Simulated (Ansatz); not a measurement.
A run of Ansatz 0.2.0 is set up as follows.

Contents of input.yaml:

```yaml
crystal:
  lattice:
    - [4.8126997814, 0.0, 0.0]
    - [0.0, 4.87188446, 0.0]
    - [-0.8628854487, 0.0, 4.9665942755]
  atoms:
    - { symbol: Ti, position: [0.27743526, 0.05280836, 0.21314827] }
    - { symbol: Ti, position: [0.72256474, 0.55280836, 0.28685173] }
    - { symbol: Ti, position: [0.72256474, 0.94719164, 0.78685173] }
    - { symbol: Ti, position: [0.27743526, 0.44719164, 0.71314827] }
    - { symbol: O, position: [0.06383822, 0.17696552, 0.85155674] }
    - { symbol: O, position: [0.93616178, 0.67696552, 0.64844326] }
    - { symbol: O, position: [0.93616178, 0.82303448, 0.14844326] }
    - { symbol: O, position: [0.06383822, 0.32303448, 0.35155674] }
    - { symbol: O, position: [0.44536099, 0.75763174, 0.46677186] }
    - { symbol: O, position: [0.55463901, 0.25763174, 0.03322814] }
    - { symbol: O, position: [0.55463901, 0.24236826, 0.53322814] }
    - { symbol: O, position: [0.44536099, 0.74236826, 0.96677186] }
hamiltonian:
  xc: r2scan
  pseudopotentials: { kind: paw }
  hubbard: { sites: [{ species: Ti, l: d, u_eff: 6.0 }] }
kpoints:
  mp_grid: { grid: [6, 6, 6] }
  band_path:
    path:
      - [[0.0, 0.0, 0.0], [0.0, 0.0, 0.5], [-0.4309152065, 0.0, 0.5772602652], [-0.5, 0.0, 0.5], [-0.5, 0.5, 0.5], [-0.5690847935, 0.5, 0.4227397348], [-0.5, 0.5, 0.0], [-0.5, 0.0, 0.0], [-0.5690847935, 0.0, 0.4227397348]]
      - [[-0.4309152065, 0.5, 0.5772602652], [0.0, 0.5, 0.5], [0.0, 0.5, 0.0]]
      - [[0.0, 0.0, 0.5], [0.0, 0.5, 0.5]]
    npoints: 10
scf:
  occupations: { method: fermi_dirac, width: 0.05 }
  n_extra_bands: 30
output:
  forces: true
  stress: true
  eigenvalues: true
  fatbands: false
```

Potentials or basis: Ansatz PAW.

Command:

```sh
$ ansatz run input.yaml --threads 4 --pin off --max-ram 11264MiB --backend cpu --events-out ev --progress --plain --runs-dir out
```

(1) Estimate the pressure.

(2) Predict the band gap on the k mesh.

(3) Predict the band gap along the path.

Results:

(1) 5.2 GPa.

(2) 3.47 eV, indirect (least direct gap 3.54 eV).

(3) 3.46 eV, indirect (least direct gap 3.52 eV).

Caveat: the PAW data sets come from PBE, with cores solved anew for the run's functional, which leaves a small shift of forces and pressure.
